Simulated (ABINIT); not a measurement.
# WS2 (R3m) in ABINIT: equation of state

How stiff is WS2 in PBEsol, and what volume does it want? The cell is scaled to several volumes.

Everything below comes from runs of ABINIT 10.8.3 (patched build). Logs are shortened: lines on timing, memory, paths and dates and some standing lists are left out, and cuts for length are marked. The log counts tension as positive stress, the text compression.

### Step 1. The crystal as given

Symmetry: R3m, No. 160, trigonal system. The conventional cell has a = 3.158 Å, b = 3.158 Å, c = 18.490 Å, α = 90.00°, β = 90.00°, γ = 120.00°. W (site symmetry 3m) has 6 S at 2.39 to 2.42 Å as nearest neighbours. Around S (site symmetry 3m) lie 3 W at 2.42 Å. S (site symmetry 3m) has 3 W at 2.39 Å as nearest neighbours.

Measurements of this composition are mostly on another form, of space group No. 194.

### Step 2. Equation of state, PBEsol

The input, run.abi:

```
ndtset 7
getwfk -1
scalecart1 3*0.9795861087
scalecart2 3*0.9864848297
scalecart3 3*0.9932883884
scalecart4 3*1.0000000000
scalecart5 3*1.0066227096
scalecart6 3*1.0131594038
scalecart7 3*1.0196128224

pp_dirpath "./"
pseudos "W.upf, S.upf"

acell 3*1.0
rprim
     2.9838775508     1.7227425073    11.6470120147
    -2.9838775508     1.7227425073    11.6470120147
     0.0000000000    -3.4454850143    11.6470120147
ntypat 2
znucl 74 16
natom 3
typat 1 2 2
xred
     0.0000000000     0.0000000000     0.0000000000
     0.5810000000     0.5810000000     0.5810000000
     0.7503000000     0.7503000000     0.7503000000

ecut 37.0

kptopt 1
ngkpt 10 10 10
nshiftk 1
shiftk 0.0 0.0 0.0

ixc -116133

nband 17
occopt 3
tsmear 0.00183747

nstep 100
tolvrs 1.0e-10

iomode 3
prtwf 1
prtden 0
prteig 0
prtebands 0
enunit 2
```

Potentials or basis: PseudoDojo NC SR PBEsol v0.4.1 standard.

Launch:

```console
$ abinit run.abi > log 2>&1
```

run.abo:

```text
.Version 10.8.3 of ABINIT
 DATASET    1 : space group R3 m (#160); Bravais hR (rhombohedral)
================================================================================
 Values of the parameters that define the memory need for DATASET  1.
     intxc =       0    ionmov =       0      iscf =       7    lmnmax =       8
     lnmax =       8     mgfft =      72  mpssoang =       4    mqgrid =    3001
     natom =       3  nloc_mem =       1    nspden =       1   nspinor =       1
    nsppol =       1      nsym =       6    n1xccc =    2501    ntypat =       2
    occopt =       3   xclevel =       2
       mpw =        3650          nfft =      373248          nkpt =         116
================================================================================
================================================================================
[... 61 lines left out ...]
 DATASET    7 : space group R3 m (#160); Bravais hR (rhombohedral)
================================================================================
 Values of the parameters that define the memory need for DATASET  7.
     intxc =       0    ionmov =       0      iscf =       7    lmnmax =       8
     lnmax =       8     mgfft =      72  mpssoang =       4    mqgrid =    3001
     natom =       3  nloc_mem =       1    nspden =       1   nspinor =       1
    nsppol =       1      nsym =       6    n1xccc =    2501    ntypat =       2
    occopt =       3   xclevel =       2
       mpw =        4124          nfft =      373248          nkpt =         116
================================================================================
================================================================================

--------------------------------------------------------------------------------
------------- Echo of variables that govern the present computation ------------
--------------------------------------------------------------------------------
 -outvars: echo values of preprocessed input variables --------
            acell      1.0000000000E+00  1.0000000000E+00  1.0000000000E+00 Bohr
              amu      1.83850000E+02  3.20660000E+01
             ecut      3.70000000E+01 Hartree
           enunit           2
           getwfk          -1
                       outvar_i_n : Printing only first  50 k-points.
              ixc     -116133
           jdtset        1    2    3    4    5    6    7
                       outvar_i_n : Printing only first  50 k-points.
         kptrlatt       10    0    0      0   10    0      0    0   10
          kptrlen1     5.84593000E+01
          kptrlen2     5.88709988E+01
          kptrlen3     5.92770185E+01
          kptrlen4     5.96775510E+01
          kptrlen5     6.00727781E+01
          kptrlen6     6.04628720E+01
          kptrlen7     6.08479962E+01
            natom           3
            nband          17
           ndtset           7
            ngfft          72      72      72
             nkpt         116
            nstep         100
             nsym           6
           ntypat           2
                       prtocc : prtvol=0, do not print more k-points.
           occopt           3
           prtden           0
        prtebands           0
           prteig           0
            rprim1     2.9229649988E+00  1.6875746290E+00  1.1409251177E+01
                      -2.9229649988E+00  1.6875746290E+00  1.1409251177E+01
                       0.0000000000E+00 -3.3751492577E+00  1.1409251177E+01
            rprim2     2.9435499375E+00  1.6994593489E+00  1.1489600664E+01
                      -2.9435499375E+00  1.6994593489E+00  1.1489600664E+01
                       0.0000000000E+00 -3.3989186976E+00  1.1489600664E+01
            rprim3     2.9638509236E+00  1.7111801287E+00  1.1568841794E+01
                      -2.9638509236E+00  1.7111801287E+00  1.1568841794E+01
                       0.0000000000E+00 -3.4223602571E+00  1.1568841794E+01
            rprim4     2.9838775508E+00  1.7227425073E+00  1.1647012015E+01
                      -2.9838775508E+00  1.7227425073E+00  1.1647012015E+01
                       0.0000000000E+00 -3.4454850143E+00  1.1647012015E+01
            rprim5     3.0036389053E+00  1.7341517306E+00  1.1724146793E+01
                      -3.0036389053E+00  1.7341517306E+00  1.1724146793E+01
                       0.0000000000E+00 -3.4683034610E+00  1.1724146793E+01
            rprim6     3.0231436004E+00  1.7454127716E+00  1.1800279749E+01
                      -3.0231436004E+00  1.7454127716E+00  1.1800279749E+01
                       0.0000000000E+00 -3.4908255429E+00  1.1800279749E+01
            rprim7     3.0423998113E+00  1.7565303501E+00  1.1875442793E+01
                      -3.0423998113E+00  1.7565303501E+00  1.1875442793E+01
                       0.0000000000E+00 -3.5130607000E+00  1.1875442793E+01
          spgroup         160
           tolvrs      1.00000000E-10
           tsmear      1.83747000E-03 Hartree
            typat      1  2  2
                       outvars : Printing only first  50 k-points.
           xangst1     0.0000000000E+00  0.0000000000E+00  0.0000000000E+00
                      -1.5256814275E-16  9.0352704130E-11  1.0523389887E+01
                      -2.7511341217E-17  1.1668079894E-10  1.3589844117E+01
           xangst2     0.0000000000E+00  0.0000000000E+00  0.0000000000E+00
                      -2.1101286798E-16  9.0989065704E-11  1.0597500708E+01
                      -2.3824200129E-16  1.1750287642E-10  1.3685550398E+01
           xangst3     0.0000000000E+00  0.0000000000E+00  0.0000000000E+00
                      -1.6181325428E-17  9.1616767109E-11  1.0670589230E+01
                      -1.0321529935E-16  1.1831328908E-10  1.3779936487E+01
           xangst4     0.0000000000E+00  0.0000000000E+00  0.0000000000E+00
                      -2.0166039631E-18  9.2235842316E-11  1.0742689993E+01
                      -9.6773893113E-17  1.1911257354E-10  1.3873046990E+01
           xangst5     0.0000000000E+00  0.0000000000E+00  0.0000000000E+00
                      -5.6005702820E-17  9.2846417560E-11  1.0813835709E+01
                      -1.5716010042E-16  1.1990147957E-10  1.3964924152E+01
           xangst6     0.0000000000E+00  0.0000000000E+00  0.0000000000E+00
                      -1.0113690965E-17  9.3449186895E-11  1.0884057388E+01
[... 10 lines left out ...]
            xcart3     0.0000000000E+00  0.0000000000E+00  0.0000000000E+00
                      -3.0578273413E-17  1.7313059838E-10  2.0164491247E+01
                      -1.9504864777E-16  2.2357971342E-10  2.6040305994E+01
            xcart4     0.0000000000E+00  0.0000000000E+00  0.0000000000E+00
                      -3.8108291946E-18  1.7430048097E-10  2.0300741942E+01
                      -1.8287615412E-16  2.2509014214E-10  2.6216259344E+01
            xcart5     0.0000000000E+00  0.0000000000E+00  0.0000000000E+00
                      -1.0583543982E-16  1.7545430096E-10  2.0435187860E+01
                      -2.9698954772E-16  2.2658095847E-10  2.6389882016E+01
            xcart6     0.0000000000E+00  0.0000000000E+00  0.0000000000E+00
                      -1.9112106046E-17  1.7659336992E-10  2.0567887602E+01
                       4.9105786825E-16  2.2805197726E-10  2.6561249687E+01
            xcart7     0.0000000000E+00  0.0000000000E+00  0.0000000000E+00
                       7.9611347118E-17  1.7771903612E-10  2.0698896788E+01
                      -2.1798318651E-16  2.2950501473E-10  2.6730434182E+01
             xred      0.0000000000E+00  0.0000000000E+00  0.0000000000E+00
                       5.8100000000E-01  5.8100000000E-01  5.8100000000E-01
                       7.5030000000E-01  7.5030000000E-01  7.5030000000E-01
            znucl       74.00000   16.00000

================================================================================

 chkinp: Checking input parameters for consistency, jdtset=   1.

 chkinp: Checking input parameters for consistency, jdtset=   2.
[... 29 lines left out ...]
 getcut: wavevector=  0.0000  0.0000  0.0000  ngfft=  72  72  72
         ecut(hartree)=     37.000   => boxcut(ratio)=   2.21061

 getcut : COMMENT -
  Note that boxcut > 2.2 ; recall that boxcut=Gcut(box)/Gcut(sphere) = 2
  is sufficient for exact treatment of convolution.
  Such a large boxcut is a waste : you could raise ecut
  e.g. ecut=   45.202886 Hartrees makes boxcut=2

--- Pseudopotential description ------------------------------------------------
- pspini: atom type   1  psp file is ./W.upf
12 -116133 3 -1 1396                          pspcod,pspxc,lmax,lloc,mmax
     nproj     2     2     2     2

- pspini: atom type   2  psp file is ./S.upf
12 -116133 2 -1 1146                          pspcod,pspxc,lmax,lloc,mmax
     nproj     2     2     2     0

   7.52712581E+02                                ecore*ucvol(ha*bohr**3)
--------------------------------------------------------------------------------

================================================================================

--- !BeginCycle
iteration_state: {dtset: 1, }
solver: {iscf: 7, nstep: 100, nline: 4, wfoptalg: 0, }
tolerances: {tolvrs: 1.00E-10, }
...
[... 1144 lines left out ...]
-Cartesian components of stress tensor (GPa)         [Pressure= -9.1801E+00 GPa]
- sigma(1 1)=  9.23809686E+00  sigma(3 2)= -1.39072207E-09
- sigma(2 2)=  9.23809686E+00  sigma(3 1)=  0.00000000E+00
- sigma(3 3)=  9.06408934E+00  sigma(2 1)=  0.00000000E+00

== END DATASET(S) ==============================================================
================================================================================

 -outvars: echo values of variables after computation  --------
            acell      1.0000000000E+00  1.0000000000E+00  1.0000000000E+00 Bohr
           etotal1    -9.7960921737E+01
           etotal2    -9.7963117354E+01
           etotal3    -9.7964301311E+01
           etotal4    -9.7964577095E+01
           etotal5    -9.7964037187E+01
           etotal6    -9.7962765260E+01
           etotal7    -9.7960836311E+01
            fcart1     2.8235540984E-19  3.2105576885E-19 -1.3423930068E-02
                      -9.5671962614E-19 -4.7954658123E-18 -1.5234719684E-02
                       6.7436421630E-19  4.4744100434E-18  2.8658649752E-02
            fcart2     1.5998807401E-18 -2.8558884353E-18 -1.2799628120E-02
                       3.1389098879E-18 -5.3151125151E-19 -7.1835934005E-03
                      -4.7387906280E-18  3.3873996868E-18  1.9983221521E-02
            fcart3     3.7032038419E-18 -8.7849329235E-19 -1.2208538499E-02
                       5.5042184364E-19  3.8448374116E-18  2.5589167524E-04
                      -4.2536256856E-18 -2.9663441193E-18  1.1952646823E-02
            fcart4    -5.7491693066E-19 -3.8003017362E-18 -1.1648525874E-02
[... 52 lines left out ...]
           xangst3     0.0000000000E+00  0.0000000000E+00  0.0000000000E+00
                      -1.6181325428E-17  9.1616767109E-11  1.0670589230E+01
                      -1.0321529935E-16  1.1831328908E-10  1.3779936487E+01
           xangst4     0.0000000000E+00  0.0000000000E+00  0.0000000000E+00
                      -2.0166039631E-18  9.2235842316E-11  1.0742689993E+01
                      -9.6773893113E-17  1.1911257354E-10  1.3873046990E+01
           xangst5     0.0000000000E+00  0.0000000000E+00  0.0000000000E+00
                      -5.6005702820E-17  9.2846417560E-11  1.0813835709E+01
                      -1.5716010042E-16  1.1990147957E-10  1.3964924152E+01
           xangst6     0.0000000000E+00  0.0000000000E+00  0.0000000000E+00
                      -1.0113690965E-17  9.3449186895E-11  1.0884057388E+01
                       2.5985663293E-16  1.2067990919E-10  1.4055608018E+01
           xangst7     0.0000000000E+00  0.0000000000E+00  0.0000000000E+00
                       4.2128510596E-17  9.4044863792E-11  1.0953384464E+01
                      -1.1535173458E-16  1.2144882350E-10  1.4145136597E+01
             xred      0.0000000000E+00  0.0000000000E+00  0.0000000000E+00
                       5.8100000000E-01  5.8100000000E-01  5.8100000000E-01
                       7.5030000000E-01  7.5030000000E-01  7.5030000000E-01
 Calculation completed.
```

It took 84 min on 1 thread of Arm Neoverse V2, shared host; peak memory 0.33 GiB.

Results:

```
Equilibrium volume                        : 17.68 Å³/atom
Bulk modulus at fixed shape and positions : 169 GPa
Pressure derivative of the bulk modulus   : 4.4
```

Energy against volume, from the lowest point:
| volume (Å³/atom) | energy (meV/atom) |
| --- | --- |
| 16.679 | 33.16 |
| 17.034 | 13.24 |
| 17.389 | 2.50 |
| 17.744 | 0.00 |
| 18.099 | 4.90 |
| 18.454 | 16.43 |
| 18.809 | 33.93 |

Caveat: pressures at fixed basis lie under the slope of the energies; the cell was scaled at fixed shape and fractional positions, which overstates the stiffness of a crystal with free parameters, most of all of layers and chains.
